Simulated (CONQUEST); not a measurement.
CdSe:

```
Cd Se
1.0
     4.34202    0.00000    0.00000
     0.00000    4.34202    0.00000
     0.00000    0.00000    6.14054
Cd Se
2 2
Direct
  0.00488 0.99091 0.00135
  0.50488 0.49091 0.50135
  0.49479 0.00804 0.25857
  0.99479 0.50804 0.75857
```

The cell comes from a database or a generator and needn't be the stable form of this composition.

The cell isn't the ideal one: atoms moved at random, drawn with an rms of 0.05 Å.

Base run:

```yaml
Program: CONQUEST 1.3
Functional: PBE
Potentials_or_basis: PseudoDojo NC PBE, SZ, linear scaling with L range 14 bohr, grid cutoff 120 Ha
Occupations: none (density matrix without k points)
Spin: no spin polarisation
```

Its results: pressure 9.1 GPa; largest force 0.693 eV/Å.

Q: The run is repeated on the same cell with these changes: potentials or basis from PseudoDojo NC PBE, SZ, linear scaling with L range 14 bohr, grid cutoff 120 Ha to PseudoDojo NC PBE, SZ, linear scaling with L range 18 bohr, grid cutoff 120 Ha. What comes out?

A: Pressure 7.9 GPa; largest force 0.694 eV/Å.

Caveats: the atomic basis is small; the density matrix is cut off at a finite range, which raises the energy and shifts forces and pressure; the basis of atomic orbitals isn't converged, which shifts pressures, moduli and gaps.
